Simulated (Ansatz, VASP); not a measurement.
# TaSi3 in VASP and in Ansatz

```xyz
4
Lattice="3.8913 0.0000 0.0000 0.0000 3.8913 0.0000 0.0000 0.0000 3.8913" Properties=species:S:1:pos:R:3 pbc="T T T"
Ta    0.0000    0.0000    0.0000
Si    0.0000    1.9457    1.9457
Si    1.9457    0.0000    1.9457
Si    1.9457    1.9457    0.0000
```

Change from the starting cell: species swapped into the YGa3 type (Pm-3m, No. 221).

Alike in both runs: functional PBE; k mesh 12 × 12 × 12; occupations gaussian, width 0.1 eV; no spin polarisation.

Ansatz relaxed the structure, and its values are those at the end. VASP's run is a single point on that final structure, the one shown.

```csv
,VASP,Ansatz
version,VASP 6.6.1,Ansatz 0.2.0
potentials or method,"VASP PAW PBE potentials, release 64 (Ta_pv, Si)","scalar-relativistic, plane waves, PAW"
plane-wave cutoff (eV),520,420
valence electrons in the cell,23,25
```

|  | VASP | Ansatz | Ansatz less VASP |
| --- | --- | --- | --- |
| gap on the k mesh at the Fermi level (eV) | none | none | - |
| pressure (GPa) | 0.0 | 0.0 | -0.05 |

A gap of «none» marks a metal or a gap that the smearing closes. The functional is the same, so the differences come from potentials, cutoffs and numerics. The two sets of potentials don't hold the same shells in valence.

Spin-orbit coupling is left out, which matters for the levels of Ta.
